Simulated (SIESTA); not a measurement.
Ge:

```
Ge
1.0
    -2.49590    2.65086    1.43695
     2.49590   -2.65086    1.43695
     2.49590    2.65086   -1.43695
Ge
2
Direct
  0.31406 0.06406 0.25000
  0.68594 0.93594 0.75000
```

This isn't the form of Ge at room conditions, which is diamond.

| Item | Value |
| --- | --- |
| Program | SIESTA 5.4.2 |
| Task | single point |
| Functional | PBEsol |
| Potentials or basis | PseudoDojo 0.4 standard (PBEsol files) |
| Basis | DZP (energy shift 0.003 Ry; two zetas on semicore shells) |
| Grid cutoff | 800 Ry |
| Energy shift | 0.003 Ry |
| k mesh | 11 × 11 × 11 |
| Occupations | fermi-dirac, width 0.05 eV |
| Spin | no spin polarisation |

On this cell: pressure -0.8 GPa; largest force 0.061 eV/Å; band gap on the k mesh none (metal or under the smearing width).

The same run follows on a disturbed copy (atoms moved at random, drawn with an rms of 0.05 Å):

```
CELL_PARAMETERS angstrom
-2.49590 2.65086 1.43695
2.49590 -2.65086 1.43695
2.49590 2.65086 -1.43695
ATOMIC_POSITIONS crystal
Ge 0.29840 0.03724 0.23933
Ge 0.69452 0.94755 0.75384
```

Task: What changes?

Result: The energy (extrapolated to zero smearing) moves by +5.9 meV/atom; pressure -0.7 GPa; largest force 0.205 eV/Å; band gap on the k mesh none (metal or under the smearing width).

Forces in eV/Å, atoms in the order of the input:
```
Ge   0.193  0.005  0.068
Ge  -0.193 -0.005 -0.068
```

Stress tensor (GPa, compression positive):
```
-0.09 -0.01 -0.48
-0.01 -0.64  0.00
-0.48  0.00 -1.34
```

Caveats: the basis of atomic orbitals isn't converged, which shifts pressures, moduli and gaps.
